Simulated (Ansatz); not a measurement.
**C: a film clamped to a substrate**

Level of theory: Ansatz 0.2.0, DFT PBE+D3(BJ), scalar-relativistic, plane waves, PAW. Cutoff 420 eV, Γ-centred 18×18×18 k-points, Gaussian smearing of 0.03 eV. No spin polarisation. Energies are free energies at this smearing, counted from the undisturbed cell; pressure is positive in compression.

The starting cell (relaxed at this level):

```yaml
crystal:
  lattice:
    - [1.23244, 0.71155, 6.93466]
    - [-1.23244, 0.71155, 6.93466]
    - [0.00000, -1.42310, 6.93466]
  atoms:
    - { symbol: C, position: [0.08115, 0.08115, 0.08115] }
    - { symbol: C, position: [0.91885, 0.91885, 0.91885] }
    - { symbol: C, position: [0.25216, 0.25216, 0.25216] }
    - { symbol: C, position: [0.74784, 0.74784, 0.74784] }
```

The cell (4 atoms, V0 = 36.49 Å³) is strained by p along both x and y and by q along z, fractional coordinates fixed. τp = (1/V0) ∂E/∂p = (σxx + σyy)(1 + p)(1 + q) and τq = (1/V0) ∂E/∂q = σzz(1 + p)², with tension positive.

| p | q | ΔE (meV/atom) | τp (GPa) | τq (GPa) |
| --- | --- | --- | --- | --- |
| 0.000 | 0.000 | 0.00 | 0.03 | 0.03 |
| -0.015 | 0.000 | 17.02 | -40.76 | 0.13 |
| 0.015 | 0.000 | 15.60 | 35.69 | -0.11 |
| 0.000 | -0.015 | 0.19 | 0.16 | -0.50 |
| 0.000 | 0.015 | 0.21 | -0.08 | 0.46 |

Get the second derivatives of the energy density.

Central differences give A = ∂τp/∂p = 2548 GPa (C11 + C22 + 2 C12), C = ∂τq/∂q = 32 GPa (C33) and the cross term B = ∂τq/∂p = -7.9 GPa (C13 + C23); ∂τp/∂q = -8.1 GPa must equal B, and any difference shows higher-order terms. The ions are clamped.

A film of this crystal grows with z along the normal on a substrate that imposes p. How does its thickness respond, and what does the misfit cost?

Count p and q from the stress-free cell. A free surface needs τq = 0, so q = −(B/C) p = 0.25 p. The energy density left is (A − B²/C) p²/2 = M p², with the biaxial modulus M = 1273 GPa; a misfit of 1 % costs 7.25 meV/atom, against 7.25 meV/atom if the thickness were held.

At p = -0.030 the energies along q are 71.7 (q = -0.030), 71.1 (q = -0.015), 71.1 (q = 0.000), 71.4 (q = 0.015), 72.1 (q = 0.030) meV/atom.

Does the linear rule hold at this misfit?

A parabola through the lowest point and its neighbours has its minimum at q = -0.005, 71.1 meV/atom. With the stress left in the starting cell, τp0 and τq0, linear elasticity gives q = −(τq0 + Bp)/C = -0.009 and E = V0(τp0 p + τq0 q + Ap²/2 + Bpq + Cq²/2)/N = 65.2 meV/atom. The two agree within a tenth in energy.

Cost: 25 runs of about 5.3 core-minutes in all, on Intel Xeon Processor @ 2.70GHz (shared hosts).

The film is stiff in its plane and soft along its normal: A is 2548 GPa against 32 GPa for C. In-plane strain works against the sp² σ bonds and the π system within each layer, while normal strain changes only the weakly bound gaps between layers. The misfit energy is therefore almost entirely intralayer, and letting the thickness relax saves practically nothing.

The negative B reverses the usual Poisson response, so a film compressed in its plane also becomes thinner. This coupling is a small balance of interlayer forces; it may reflect altered π-overlap repulsion or the dispersion term, which the data can't separate.

At p = -0.030 the linear rule keeps the sign of the thickness change but overestimates its size, -0.009 against -0.005, on a very flat energy curve. The agreement in energy is a weak test of the thickness, and the shortfall there probably comes from the stiffening of the C–C bonds under compression. Whether a compressed film would stay flat rather than buckle is not shown.
